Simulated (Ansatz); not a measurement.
Base system: RuO2 in the rutile structure (space group P4_2/mnm, No. 136; a = 4.466 Å, c = 3.092 Å). Axes: x, y, z lie along a, b, c of the conventional cell.

Level of theory: PBEsol, PAW, 420 eV (Ansatz, an electronic-structure program; no SOC).

For the base:

Pressure: 0.0 GPa
Band gap: zero
Shortest interatomic distance: 1.933 Å

The change: biaxial strain −1.25 %, plane normal [001], relaxed out of plane (Cartesian); in-plane vectors clamped, the third vector and the atoms free.

Q: Predict the new pressure, band gap and shortest interatomic distance.

A: The pressure (mean of the normal stresses, compression positive) goes from zero to 3.7 GPa; the band gap remains zero; the shortest interatomic distance shrinks by 0.016 Å, from 1.933 Å to 1.917 Å.

Whether these cells are dynamically stable was not tested. No Hubbard U is applied, and correlation can decide whether such a compound is a metal. All final runs are without spin polarisation.
